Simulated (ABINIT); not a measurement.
# ZnS (F-43m) in ABINIT: notebook, part 2 of 2

ABINIT 10.8.3 (patched build). Earlier steps stand in the parts before.

## Step 4: Single point, PBEsol

run.abi

```
# Pseudopotentials
pp_dirpath "./"
pseudos "Zn.upf, S.upf"

# Structure
acell 3*1.0
rprim
     0.0000000000     5.1060399887     5.1060399887
     5.1060399887     0.0000000000     5.1060399887
     5.1060399887     5.1060399887     0.0000000000
ntypat 2
znucl 30 16
natom 2
typat 1 2
xred
     0.7500000000     0.7500000000     0.7500000000
     0.0000000000     0.0000000000     0.0000000000

# Plane-wave basis
ecut 38.0

# k points
kptopt 1
ngkpt 7 7 7
nshiftk 1
shiftk 0.0 0.0 0.0

# Exchange and correlation
ixc -116133

# Bands and occupations
nband 17
occopt 3
tsmear 0.05 eV

# SCF cycle
nstep 100
tolvrs 1.0e-10

# Output
iomode 3
prtwf 0
prteig 0
prtebands 0
enunit 1
prtden 1
prtvha 1
prtvclmb 1
prtpot 1
prtelf 1
```

Potentials or basis: PseudoDojo NC SR PBEsol v0.4.1 standard.

Launch:

```
$ abinit run.abi > log 2>&1
```

run.abo:

```text
.Version 10.8.3 of ABINIT
 Symmetries : space group F-4 3 m (#216); Bravais cF (face-center cubic)
================================================================================
 Values of the parameters that define the memory need of the present run
     intxc =       0    ionmov =       0      iscf =       7    lmnmax =       6
     lnmax =       6     mgfft =      45  mpssoang =       3    mqgrid =    3001
     natom =       2  nloc_mem =       1    nspden =       1   nspinor =       1
    nsppol =       1      nsym =      24    n1xccc =    2501    ntypat =       2
    occopt =       3   xclevel =       2
       mpw =        3002          nfft =       91125          nkpt =          20
================================================================================
================================================================================

--------------------------------------------------------------------------------
------------- Echo of variables that govern the present computation ------------
--------------------------------------------------------------------------------
 -outvars: echo values of preprocessed input variables --------
            acell      1.0000000000E+00  1.0000000000E+00  1.0000000000E+00 Bohr
              amu      6.53900000E+01  3.20660000E+01
             ecut      3.80000000E+01 Hartree
           enunit           1
              ixc     -116133
         kptrlatt        7    0    0      0    7    0      0    0    7
          kptrlen      5.05472170E+01
            natom           2
            nband          17
            ngfft          45      45      45
             nkpt          20
            nstep         100
             nsym          24
           ntypat           2
           occopt           3
        prtebands           0
           prteig           0
           prtelf           1
           prtpot           1
         prtvclmb           1
           prtvha           1
            prtwf           0
            rprim      0.0000000000E+00  5.1060399887E+00  5.1060399887E+00
                       5.1060399887E+00  0.0000000000E+00  5.1060399887E+00
                       5.1060399887E+00  5.1060399887E+00  0.0000000000E+00
          spgroup         216
           tolvrs      1.00000000E-10
           tsmear      1.83746611E-03 Hartree
            typat      1  2
           xangst      4.0529999972E+00  4.0529999972E+00  4.0529999972E+00
                       0.0000000000E+00  0.0000000000E+00  0.0000000000E+00
            xcart      7.6590599831E+00  7.6590599831E+00  7.6590599831E+00
                       0.0000000000E+00  0.0000000000E+00  0.0000000000E+00
             xred      7.5000000000E-01  7.5000000000E-01  7.5000000000E-01
                       0.0000000000E+00  0.0000000000E+00  0.0000000000E+00
            znucl       30.00000   16.00000

================================================================================

 chkinp: Checking input parameters for consistency.

================================================================================
== DATASET  1 ==================================================================

--- !DatasetInfo
iteration_state: {dtset: 1, }
dimensions: {natom: 2, nkpt: 20, mband: 17, nsppol: 1, nspinor: 1, nspden: 1, mpw: 3002, }
cutoff_energies: {ecut:  38.0, pawecutdg:  -1.0, }
electrons: {nelect:   2.60000000E+01, charge:   0.00000000E+00, occopt:   3.00000000E+00, tsmear:   1.83746611E-03, }
meta: {optdriver: 0, ionmov: 0, optcell: 0, iscf: 7, paral_kgb: 0, }
...

 Real(R)+Recip(G) space primitive vectors, cartesian coordinates (Bohr,Bohr^-1):
 R(1)=  0.0000000  5.1060400  5.1060400  G(1)= -0.0979232  0.0979232  0.0979232
 R(2)=  5.1060400  0.0000000  5.1060400  G(2)=  0.0979232 -0.0979232  0.0979232
 R(3)=  5.1060400  5.1060400  0.0000000  G(3)=  0.0979232  0.0979232 -0.0979232
 Unit cell volume ucvol=  2.6624572E+02 bohr^3
[... 59 lines left out ...]
  sigma(3 3)=  8.28119611E-05  sigma(2 1)=  0.00000000E+00

--- !ResultsGS
iteration_state: {dtset: 1, }
comment   : Summary of ground state results
lattice_vectors:
- [  0.0000000,   5.1060400,   5.1060400, ]
- [  5.1060400,   0.0000000,   5.1060400, ]
- [  5.1060400,   5.1060400,   0.0000000, ]
lattice_lengths: [   7.22103,    7.22103,    7.22103, ]
lattice_angles: [ 60.000,  60.000,  60.000, ] # degrees, (23, 13, 12)
lattice_volume:   2.6624572E+02
convergence: {deltae:  2.672E-12, res2:  5.895E-11, residm:  8.923E-05, diffor: null, }
etotal    :  -2.19993309E+02
entropy   :   0.00000000E+00
fermie    :   1.69700709E-01
cartesian_stress_tensor: # hartree/bohr^3
- [  8.28119611E-05,   0.00000000E+00,   0.00000000E+00, ]
- [  0.00000000E+00,   8.28119611E-05,   0.00000000E+00, ]
- [  0.00000000E+00,   0.00000000E+00,   8.28119611E-05, ]
pressure_GPa:  -2.4364E+00
xred      :
- [  7.5000E-01,   7.5000E-01,   7.5000E-01, Zn]
- [  0.0000E+00,   0.0000E+00,   0.0000E+00,  S]
cartesian_forces: # hartree/bohr
- [  8.23976735E-31,   8.23976735E-31,  -2.47193021E-30, ]
- [ -8.23976735E-31,  -8.23976735E-31,   2.47193021E-30, ]
force_length_stats: {min:   2.73282167E-30, max:   2.73282167E-30, mean:   2.73282167E-30, }
...

 Integrated electronic density in atomic spheres:
 ------------------------------------------------
 Atom  Sphere_radius  Integrated_density
    1        2.00000         18.11605614
    2        2.00000          3.92694031
================================================================================

 ----iterations are completed or convergence reached----

 Mean square residual over all n,k,spin=   26.267E-08; max=  89.226E-06
 reduced coordinates (array xred) for    2 atoms
       0.750000000000      0.750000000000      0.750000000000
       0.000000000000      0.000000000000      0.000000000000
 rms dE/dt=  1.1900E-29; max dE/dt=  1.6829E-29; dE/dt below (all hartree)
    1       0.000000000000      0.000000000000      0.000000000000
    2      -0.000000000000     -0.000000000000      0.000000000000

 cartesian coordinates (angstrom) at end:
    1      4.05299999721958     4.05299999721958     4.05299999721958
    2      0.00000000000000     0.00000000000000     0.00000000000000

 cartesian forces (hartree/bohr) at end:
    1      0.00000000000000     0.00000000000000    -0.00000000000000
    2     -0.00000000000000    -0.00000000000000     0.00000000000000
 frms,max,avg= 1.5777953E-30 2.4719302E-30   0.000E+00  0.000E+00  0.000E+00 h/b

 cartesian forces (eV/Angstrom) at end:
    1      0.00000000000000     0.00000000000000    -0.00000000000000
    2     -0.00000000000000    -0.00000000000000     0.00000000000000
 frms,max,avg= 8.1133498E-29 1.2711176E-28   0.000E+00  0.000E+00  0.000E+00 e/A
 length scales=  1.000000000000  1.000000000000  1.000000000000 bohr
              =  0.529177210544  0.529177210544  0.529177210544 angstroms
 Fermi (or HOMO) energy (eV) =   4.61779   Average Vxc (eV)= -10.09818
 Eigenvalues (   eV  ) for nkpt=  20  k points:
 kpt#   1, nband= 17, wtk=  0.00292, kpt=  0.0000  0.0000  0.0000 (reduced coord)
-121.00060  -75.31721  -75.31721  -75.31721   -9.55026   -2.76913   -2.76913   -2.76913
  -2.27147   -2.27147    3.59950    3.59950    3.59950    5.57474    9.88055    9.88055
   9.88055
 prteigrs : prtvol=0 or 1, do not print more k-points.

--- !EnergyTerms
iteration_state     : {dtset: 1, }
comment             : Components of total free energy in Hartree
kinetic             :  9.61918270734151E+01
hartree             :  9.21696280611781E+01
xc                  : -2.54081604818157E+01
Ewald energy        : -1.07297656401546E+02
psp_core            :  3.44639498437966E+00
local_psp           : -2.32594303980415E+02
non_local_psp       : -4.65010382209380E+01
internal            : -2.19993308965742E+02
'-kT*entropy'       : -2.18933265512317E-12
total_energy        : -2.19993308965744E+02
total_energy_eV     : -5.98632290179830E+03
band_energy         : -2.67793577378996E+01
...

 Cartesian components of stress tensor (hartree/bohr^3)
  sigma(1 1)=  8.28119611E-05  sigma(3 2)=  0.00000000E+00
  sigma(2 2)=  8.28119611E-05  sigma(3 1)=  0.00000000E+00
  sigma(3 3)=  8.28119611E-05  sigma(2 1)=  0.00000000E+00

-Cartesian components of stress tensor (GPa)         [Pressure= -2.4364E+00 GPa]
- sigma(1 1)=  2.43641201E+00  sigma(3 2)=  0.00000000E+00
- sigma(2 2)=  2.43641201E+00  sigma(3 1)=  0.00000000E+00
- sigma(3 3)=  2.43641201E+00  sigma(2 1)=  0.00000000E+00

== END DATASET(S) ==============================================================
================================================================================

 -outvars: echo values of variables after computation  --------
            acell      1.0000000000E+00  1.0000000000E+00  1.0000000000E+00 Bohr
           etotal     -2.1999330897E+02
            fcart      8.2397673549E-31  8.2397673549E-31 -2.4719302065E-30
                      -8.2397673549E-31 -8.2397673549E-31  2.4719302065E-30
            rprim      0.0000000000E+00  5.1060399887E+00  5.1060399887E+00
                       5.1060399887E+00  0.0000000000E+00  5.1060399887E+00
                       5.1060399887E+00  5.1060399887E+00  0.0000000000E+00
           strten      8.2811961127E-05  8.2811961127E-05  8.2811961127E-05
                       0.0000000000E+00  0.0000000000E+00  0.0000000000E+00
           xangst      4.0529999972E+00  4.0529999972E+00  4.0529999972E+00
                       0.0000000000E+00  0.0000000000E+00  0.0000000000E+00
             xred      7.5000000000E-01  7.5000000000E-01  7.5000000000E-01
                       0.0000000000E+00  0.0000000000E+00  0.0000000000E+00
 Calculation completed.
```

It took 53 s on 1 thread of Arm Neoverse V1, shared host; peak memory 0.09 GiB.

What came out:

```
Free energy                                           : -5986.3229 eV
Pressure                                              : -2.4 GPa
Band gap on the k mesh                                : 1.98 eV, direct
Valence electrons inside the program's atomic spheres : Zn 18.12; S 3.93
```

## Step 5: The runs side by side

```csv
level,potentials or basis,cutoff (eV),gap on the mesh (eV)
PBE,PseudoDojo NC SR PBE v0.4.1 standard,1034,2.11
LDA,PseudoDojo NC SR LDA v0.4.1 standard,816,1.85
PBEsol,PseudoDojo NC SR PBEsol v0.4.1 standard,1034,1.98
```

Alike in all rows: task single point; no spin polarisation; cell as given; k mesh 7 × 7 × 7; smearing fermi-dirac 0.05 eV.

Absolute energies hang on the potentials; compare differences alone.

## Step 6: Comparison with measurements

Step 2. A measured gap of ZnS is 3.85 eV (direct; 19 K; quoted in “Electronic, vibrational, and thermodynamic properties of ZnS (zincblende and rocksalt structure)”, 2009, arxiv:0911.5022); the calculated 2.11 eV misses it by -1.74 eV. The value is that of PBE, without temperature or zero-point motion. Semilocal functionals fall short of measured gaps as a rule.

Step 3. Measured gap of ZnS: 3.85 eV (direct; 19 K; quoted in “Electronic, vibrational, and thermodynamic properties of ZnS (zincblende and rocksalt structure)”, 2009, arxiv:0911.5022). This calculation gives 1.85 eV (-2.00 eV). So large a miss can be the level of theory's own, or it may mean another phase, state or a wrong row. The value is that of LDA, without temperature or zero-point motion. Semilocal functionals fall short of measured gaps as a rule.

Step 4. Against the measured gap of ZnS, 3.85 eV (direct; 19 K; quoted in “Electronic, vibrational, and thermodynamic properties of ZnS (zincblende and rocksalt structure)”, 2009, arxiv:0911.5022), the calculated 1.98 eV is off by -1.87 eV. The value is that of PBEsol, without temperature or zero-point motion. Semilocal functionals fall short of measured gaps as a rule.
